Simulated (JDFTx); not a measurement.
HgTe (Coloradoite): equation of state with PBEsol

**What was measured.**

A printed reference work, monograph reports, for a bulk crystal of HgTe: bulk modulus 43 GPa.

The system is HgTe (Coloradoite).

```xyz
2
Lattice="0.0000 3.2145 3.2145 3.2145 0.0000 3.2145 3.2145 3.2145 0.0000" Properties=species:S:1:pos:R:3 pbc="T T T"
Hg    0.0000    0.0000    0.0000
Te    4.8217    4.8217    4.8217
```

```yaml
Program: JDFTx 1.7.0 (patched build)
Task: equation of state
Functional: PBEsol
Potentials_or_basis: PseudoDojo-SR-PBEsol-0.4.1-standard with smoothed tails
Cutoff: 1088 eV
Density_cutoff: 8708 eV
k_mesh: 7 × 7 × 7
Occupations: fermi-dirac, width 0.05 eV
Spin: no spin polarisation
Local_potential_set_to_-Z/r_beyond: 6 bohr
Bands: 25
Density_cutoff_over_wavefunction_cutoff: 8
Max_SCF_steps: 100
SCF_threshold_on_the_energy: 1e-09 Ha
Solver_of_the_electrons: scf
```

| Item | Value |
| --- | --- |
| Equilibrium volume | 34.55 Å³/atom |
| Bulk modulus | 42 GPa |
| Pressure derivative of the bulk modulus | 5.2 |

Energy against volume, from the lowest point:
```csv
volume (Å³/atom),energy (meV/atom)
31.223,51.90
31.887,31.83
32.551,17.18
33.215,7.34
33.880,1.78
34.544,0.00
35.208,1.59
```

Measured bulk modulus of HgTe: 43 GPa (a printed reference work, monograph). This calculation gives 42 GPa (-2.1 %). The fit is for a static lattice scaled at fixed shape and fixed fractional positions.

Spin-orbit coupling is left out, which matters for the levels of Hg, Te.
